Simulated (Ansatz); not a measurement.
**How far is PAW off for Pb?**

```xyz
1
Lattice="-1.9797 1.9797 1.9797 1.9797 -1.9797 1.9797 1.9797 1.9797 -1.9797" Properties=species:S:1:pos:R:3 pbc="T T T"
Pb    0.0000    0.0000    0.0000
```

Structure from Materials Project entry mp-22692 (possibly hypothetical), not relaxed further.

No spin–orbit coupling, which matters for the heavy atoms here.

Levels of theory: DFT, PBE, PAW with Ansatz's default frozen-core files, scalar-relativistic (Ansatz 0.2.0); DFT, PBE, all-electron LAPW, scalar-relativistic (Ansatz 0.2.0).

For PAW: a Γ-centred 13×13×13 k mesh, Fermi–Dirac smearing of 0.08 eV, cutoff 420 eV, no spin polarisation. LAPW targets a basis error of 0.25 meV/atom. The Ansatz runs share mesh, smearing and spin set-up. Plane-wave (PAW) pressures include the program's estimate of the Pulay term.

Stress and pressure are positive in compression.

Levels count from the Fermi level.

```json
{"quantity": "pressure (GPa)", "PAW": "1.15", "LAPW": "1.16"}
{"quantity": "highest filled level at N (eV)", "PAW": "-3.956", "LAPW": "-3.956"}
{"quantity": "lowest empty level at N (eV)", "PAW": "3.380", "LAPW": "3.380"}
{"quantity": "highest filled level at Γ (eV)", "PAW": "-11.608", "LAPW": "-11.608"}
{"quantity": "lowest empty level at Γ (eV)", "PAW": "7.430", "LAPW": "7.430"}
```

PAW's pressure differs from the LAPW value by about 0.01 GPa or less.
